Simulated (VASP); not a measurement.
# InP (F-43m) in VASP: a series of runs

The runs below take InP through relaxation of cell and atoms, with PBE.

Everything below comes from runs of VASP 6.6.1. Logs are shortened: lines on timing, memory, paths and dates and some standing lists are left out, and cuts for length are marked.

**1. The structure**

Symmetry: F-43m, No. 216, cubic system. Conventional cell: a = 5.861 Å, b = 5.861 Å, c = 5.861 Å, α = 90.00°, β = 90.00°, γ = 90.00°. In (site symmetry -43m) is surrounded by 4 P at 2.54 Å. P (site symmetry -43m) is surrounded by 4 In at 2.54 Å.

**2. Relaxation of cell and atoms, PBE**

Contents of INCAR:

```
PREC = Accurate ; ENCUT = 600
EDIFF = 1E-6 ; ISMEAR = 0
SIGMA = 0.03 ; LREAL = False
LASPH = True ; NELM = 80
ALGO = Normal ; ISIF = 3
LWAVE = False ; LCHARG = False
GGA = PE ; IBRION = 2
NSW = 90 ; EDIFFG = -0.01
```

Contents of KPOINTS:

```
regular mesh
0
Gamma
  8 8 8
```

Contents of POSCAR:

```
InP
1.0
    0.0000000000      2.9305000000      2.9305000000
    2.9305000000      0.0000000000      2.9305000000
    2.9305000000      2.9305000000      0.0000000000
In P
1 1
Direct
    0.0000000000      0.0000000000      0.0000000000
    0.2500000000      0.2500000000      0.2500000000
```

Potentials or basis: VASP PAW PBE potentials, release 64 (In_d, P).

The run is started by

```bash
$ cat potpaw_PBE.64/In_d/POTCAR potpaw_PBE.64/P/POTCAR > POTCAR
$ mpirun -np 1 vasp_std > vasp.out
```

OUTCAR:

```text
PREC = Accurate
   ENCUT = 600
   EDIFF = 1E-6
   ISMEAR = 0
   LREAL = False
   LASPH = True
   NELM = 80
   ISIF = 3
   GGA = PE
   IBRION = 2
   NSW = 90
   EDIFFG = -0.01

 ion  position               nearest neighbor table
   1  0.000  0.000  0.000-   2 2.54   2 2.54   2 2.54   2 2.54
   2  0.250  0.250  0.250-   1 2.54   1 2.54   1 2.54   1 2.54

  LATTYP: Found a face centered cubic cell.
 ALAT       =     5.8610000000

  Lattice vectors:

 A1 = (   0.0000000000,   2.9305000000,   2.9305000000)
 A2 = (   2.9305000000,   0.0000000000,   2.9305000000)
 A3 = (   2.9305000000,   2.9305000000,   0.0000000000)

Analysis of symmetry for initial positions (statically):
=====================================================================
 Subroutine PRICEL returns:
 Original cell was already a primitive cell.

 Routine SETGRP: Setting up the symmetry group for a
 face centered cubic supercell.

 Subroutine GETGRP returns: Found 24 space group operations
 (whereof 24 operations were pure point group operations)
 out of a pool of 48 trial point group operations.

The static configuration has the point symmetry T_d .

Analysis of symmetry for dynamics (positions and initial velocities):
=====================================================================
 Subroutine PRICEL returns:
 Original cell was already a primitive cell.

 Routine SETGRP: Setting up the symmetry group for a
 face centered cubic supercell.

 Subroutine GETGRP returns: Found 24 space group operations
 (whereof 24 operations were pure point group operations)
 out of a pool of 48 trial point group operations.

The dynamic configuration has the point symmetry T_d .

 Subroutine INISYM returns: Found 24 space group operations
 (whereof 24 operations are pure point group operations),
 and found     1 'primitive' translations

----------------------------------------------------------------------------------------

                                     Primitive cell

  volume of cell :      50.3333

  direct lattice vectors                    reciprocal lattice vectors
     0.000000000  2.930500000  2.930500000    -0.170619348  0.170619348  0.170619348
     2.930500000  0.000000000  2.930500000     0.170619348 -0.170619348  0.170619348
     2.930500000  2.930500000  0.000000000     0.170619348  0.170619348 -0.170619348

  length of vectors
     4.144352845  4.144352845  4.144352845     0.295521380  0.295521380  0.295521380

[... 104 lines left out ...]
   LORBIT       =      0    0 simple, 1 ext, 2 COOP (PROOUT), +10 PAW based schemes
   GGA     = PE    functional components
   LHFCALC =     F    Hartree Fock is set to
   AEXX    =    0.0000 exact exchange contribution
   IVDW    =     0    specifies the selected vdW correction
   LEPSILON=     F    determine dielectric tensor
   LRPA    =     F    only Hartree local field effects (RPA)
 conjugate gradient relaxation of ions
 non-spin polarized calculation
 Gauss-broadening in eV      SIGMA  =   0.03
  energy-cutoff  :      600.00
  volume of cell :       50.33
 maximum number of plane-waves:      1700
 NGX is ok and might be reduce to    36
   NGX = 17   NGY = 17   NGZ = 17

--------------------------------------- Ionic step        1  -------------------------------------------

 number of electron      17.9999998 magnetization

 Free energy of the ion-electron system (eV)
  ---------------------------------------------------
  ext. energy  EPLUGINS =         0.00000000
  ---------------------------------------------------
  free energy    TOTEN  =        -8.38087440 eV

  energy without entropy =       -8.38087440  energy(sigma->0) =       -8.38087440

------------------------ aborting loop because EDIFF is reached ----------------------------------------

  FORCE on cell =-STRESS in cart. coord.  units (eV):
  Direction    XX          YY          ZZ          XY          YZ          ZX
  --------------------------------------------------------------------------------------
  -------------------------------------------------------------------------------------
  Total        1.0354820      1.0354820      1.0354820      0.0000000      0.0000000     -0.0000000
  in kB       32.9608154     32.9608154     32.9608154      0.0000000      0.0000000     -0.0000000
  external PRESSURE =      32.9608154 kB  Pullay stress =       0.0000000 kB
[... 59 lines left out ...]
--------------------------------------- Ionic step        3  -------------------------------------------

 number of electron      17.9999999 magnetization

 Free energy of the ion-electron system (eV)
  ---------------------------------------------------
  ext. energy  EPLUGINS =         0.00000000
  ---------------------------------------------------
  free energy    TOTEN  =        -8.40596664 eV

  energy without entropy =       -8.40596664  energy(sigma->0) =       -8.40596664

 E-fermi :   4.8483     XC(G=0):  -9.0650

 val. band max:        4.6639307050   @ k =   0.0000   0.0000   0.0000
 cond. band min:       5.1060003420   @ k =   0.0000   0.0000   0.0000
 fundamental gap:      0.4420696371
 Fermi energy:         4.8482992802

 k-point     1 :       0.0000    0.0000    0.0000
  band No.  band energies     occupation
      1      -9.4336      2.00000
      2      -9.4336      2.00000
      3      -9.4336      2.00000
      4      -9.3048      2.00000
      5      -9.3048      2.00000
      6      -6.5266      2.00000
      7       4.6639      2.00000
      8       4.6639      2.00000
      9       4.6639      2.00000
     10       5.1060      0.00000
     11       8.7526      0.00000
     12       8.7526      0.00000
     13       8.7526      0.00000
[... 354 lines left out ...]
  band No.  band energies     occupation
      1      -9.5435      2.00000
      2      -9.3925      2.00000
      3      -9.3758      2.00000
      4      -9.3089      2.00000
      5      -9.2937      2.00000
      6      -4.6699      2.00000
      7      -0.6603      2.00000
      8       2.1381      2.00000
      9       3.1519      2.00000
     10       7.6871      0.00000
     11       8.8720      0.00000
     12      10.4357      0.00000
     13      11.7401      0.00000

 [... further k-points ...]

------------------------ aborting loop because EDIFF is reached ----------------------------------------

  FORCE on cell =-STRESS in cart. coord.  units (eV):
  Direction    XX          YY          ZZ          XY          YZ          ZX
  --------------------------------------------------------------------------------------
  -------------------------------------------------------------------------------------
  Total        0.0038017      0.0038017      0.0038017     -0.0000000      0.0000000     -0.0000000
  in kB        0.1151800      0.1151800      0.1151800     -0.0000000      0.0000000     -0.0000000
  external PRESSURE =       0.1151800 kB  Pullay stress =       0.0000000 kB
[... 17 lines left out ...]
  FREE ENERGIE OF THE ION-ELECTRON SYSTEM (eV)
  ---------------------------------------------------
  free  energy   TOTEN  =        -8.4059666422 eV

  energy  without entropy=       -8.4059666422  energy(sigma->0) =       -8.40596664

 reached required accuracy - stopping structural energy minimisation
```

OSZICAR:

```text
N       E                     dE             d eps       ncg     rms          rms(c)
DAV:   1     0.119362696688E+03    0.11936E+03   -0.92729E+03   754   0.170E+03
[... 27 lines left out ...]
DAV:   2    -0.841980637393E+01    0.84305E-01   -0.18446E-01   944   0.113E+01    0.720E-01
DAV:   3    -0.840620898931E+01    0.13597E-01   -0.41691E-02   984   0.470E+00    0.429E-01
DAV:   4    -0.840614038347E+01    0.68606E-04   -0.16813E-03   787   0.430E-01    0.310E-01
DAV:   5    -0.840596096775E+01    0.17942E-03   -0.23864E-04   979   0.171E-01    0.975E-02
DAV:   6    -0.840597574982E+01   -0.14782E-04   -0.84525E-05  1151   0.126E-01    0.298E-02
DAV:   7    -0.840596687994E+01    0.88699E-05   -0.11008E-05   950   0.450E-02    0.276E-03
DAV:   8    -0.840596664219E+01    0.23774E-06   -0.39636E-07   412   0.949E-03
   3 F= -.84059666E+01 E0= -.84059666E+01  d E =-.250922E-01
```

CONTCAR:

```text
InP
   1.00000000000000
     0.0000000000000000    2.9791538215904279    2.9791538215904279
     2.9791538215904279    0.0000000000000000    2.9791538215904279
     2.9791538215904279    2.9791538215904279    0.0000000000000000
  In              P
     1     1
Direct
     0.0000000000000000    0.0000000000000000    0.0000000000000000
     0.2500000000000000    0.2500000000000000    0.2500000000000000

  0.00000000E+00  0.00000000E+00  0.00000000E+00
  0.00000000E+00  0.00000000E+00  0.00000000E+00
```

It took 24 s on 1 thread of Intel Xeon 6975P-C (Granite Rapids), shared host; peak memory 0.22 GiB.

What came out:

| Property | Result |
| --- | --- |
| Free energy | -8.4060 eV |
| Relaxed volume | 26.44 Å³/atom |
| Relaxed cell | a = 4.213 Å, b = 4.213 Å, c = 4.213 Å, α = 60.00°, β = 60.00°, γ = 60.00° |
| Space group after relaxing (to 0.05 Å) | F-43m (No. 216) |
| Energy gained by relaxing | 12.5 meV/atom |
| Ionic steps | 3 |
| Pressure after relaxing | 0.0 GPa |
| Band gap on the k mesh | 0.44 eV, direct |

Step by step:
| step | energy change (eV) | largest force (eV/Å) | pressure (GPa) | volume (Å³) |
| --- | --- | --- | --- | --- |
| 1 | 0.0000 | 0.0000 | 3.30 | 50.33 |
| 2 | -0.0192 | 0.0000 | -1.39 | 54.20 |
| 3 | -0.0251 | 0.0000 | 0.01 | 52.88 |

Final structure:
```xyz
2
Lattice="0.0000 2.9792 2.9792 2.9792 0.0000 2.9792 2.9792 2.9792 0.0000" Properties=species:S:1:pos:R:3 pbc="T T T"
In    0.0000    0.0000    0.0000
P     1.4896    1.4896    1.4896
```

Caveat: spin-orbit coupling is left out, which moves the levels of the heavy elements.

**3. Relaxation of cell and atoms, PBE**

This run uses another cell than the first one, of 26.44 Å³/atom, 1.051 times its volume.

Contents of INCAR:

```
PREC = Accurate ; ENCUT = 600
EDIFF = 1E-7 ; ISMEAR = 0
SIGMA = 0.03 ; LREAL = False
LASPH = True ; NELM = 80
ALGO = Normal ; ISIF = 3
LWAVE = False ; LCHARG = False
GGA = PE ; IBRION = 2
NSW = 90 ; EDIFFG = -0.005
```

KPOINTS is that of step 2.

Contents of POSCAR:

```
InP                                     
1.0
    0.0000000000      2.9791538216      2.9791538216
    2.9791538216      0.0000000000      2.9791538216
    2.9791538216      2.9791538216      0.0000000000
  In              P             
     1     1
Direct
     0.0000000000000000    0.0000000000000000    0.0000000000000000
     0.2500000000000000    0.2500000000000000    0.2500000000000000
```

Potentials or basis: VASP PAW PBE potentials, release 64 (In_d, P).

The run is started by

```bash
$ cat potpaw_PBE.64/In_d/POTCAR potpaw_PBE.64/P/POTCAR > POTCAR
$ mpirun -np 1 vasp_std > vasp.out
```

Run time: 12 s. Hardware: 1 thread of Intel Xeon 6975P-C (Granite Rapids), shared host; peak memory 0.2 GiB.

The run converged. Its results:

| Item | Value |
| --- | --- |
| Free energy | -8.4063 eV |
| Pressure after relaxing | 0.0 GPa |
| Band gap on the k mesh | 0.44 eV, direct |

Final structure:
```xyz
2
Lattice="0.0000 2.9792 2.9792 2.9792 0.0000 2.9792 2.9792 2.9792 0.0000" Properties=species:S:1:pos:R:3 pbc="T T T"
In    0.0000    0.0000    0.0000
P     1.4896    1.4896    1.4896
```

Levels at points of the mesh, in eV from the valence-band top:
```csv
k point,band 7,band 8,band 9,band 10,band 11,band 12
"(0.00, 0.00, 0.00)",0.00,0.00,0.00,0.44,4.09,4.09
"(0.50, 0.00, 0.00)",-5.48,-0.90,-0.90,1.38,4.80,4.80
"(0.50, 0.50, 0.00)",-5.54,-2.16,-2.16,1.84,2.26,8.91
```

Caveat: the relaxation stopped at its first step, so nothing moved; spin-orbit coupling is left out, which moves the levels of the heavy elements.
